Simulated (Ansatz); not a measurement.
# BN in Ansatz: convergence with k mesh

The system is BN.

```
N B
1.0
     2.49824    0.00000    0.00000
    -1.24912    2.16354    0.00000
     0.00000    0.00000    6.63570
N B
2 2
Direct
  0.65978 0.32072 0.25176
  0.33328 0.66572 0.74975
  0.67884 0.34630 0.75184
  0.33653 0.66438 0.24775
```

The cell isn't the ideal one: atoms moved at random, drawn with an rms of 0.05 Å.

- Program: Ansatz 0.2.0
- Task: convergence study
- Functional: LDA
- Potentials or basis: Ansatz PAW
- Cutoff: 420 eV (not typed: the program's choice for these potentials)
- k mesh: 4 × 4 × 2
- Occupations: methfessel-paxton, width 0.05 eV
- Spin: no spin polarisation

These are the settings of the first run; the series varies k mesh, with any setting tied to it.

Hardware: 2 threads of Intel(R) Xeon(R) Processor @ 2.50GHz (Skylake/Cascade Lake) (shared host).

```
     k mesh  energy less the tightest run, at zero smearing (meV/atom)  pressure (GPa)  largest force (eV/Å)  gap on the mesh (eV)  SCF cycles  CPU time (s)  peak memory (GiB)
  4 × 4 × 2                                                       8.88           -2.68                 1.393                 4.458           6           1.9               0.28
  5 × 5 × 2                                                       3.61           -2.56                 1.370                 4.461           6           2.4               0.29
  6 × 6 × 2                                                       0.30           -2.63                 1.368                 4.048           6           3.2                0.3
  7 × 7 × 3                                                       0.13           -2.63                 1.369                 4.255           6             6               0.33
  9 × 9 × 3                                                       0.00           -2.63                 1.368                 4.198           6           9.3               0.35
11 × 11 × 4                                                      -0.01           -2.63                 1.368                 4.097           6            17               0.41
14 × 14 × 5                                                      -0.02           -2.64                 1.368                 4.013           6            33               0.53
17 × 17 × 6                                                      -0.01           -2.64                 1.368                 4.043           6            58               0.71
20 × 20 × 7                                                       0.00           -2.64                 1.368                 3.989           6            95               0.97
```

Against the tightest run, the energy stays within 1 meV/atom from 6 × 6 × 2 on; the pressure stays within 0.1 GPa from 4 × 4 × 2 on; the largest force stays within 0.005 eV/Å from 5 × 5 × 2 on. Not settled before the last step: the gap on the mesh (to 0.01 eV). Meshes of other sizes hit other points, so gaps and Fermi surfaces needn't settle smoothly. The tightest run that finished is the yardstick and may itself not be fully converged.

Caveat, for the tightest run too: odd divisions of the mesh miss points on the zone boundary, where band edges often lie, so the gap on the mesh can be too wide; the pressure holds a Pulay correction of +0.8 GPa for the finite cutoff; the PAW data sets come from PBE, with cores solved anew for the run's functional, which leaves a small shift of forces and pressure.
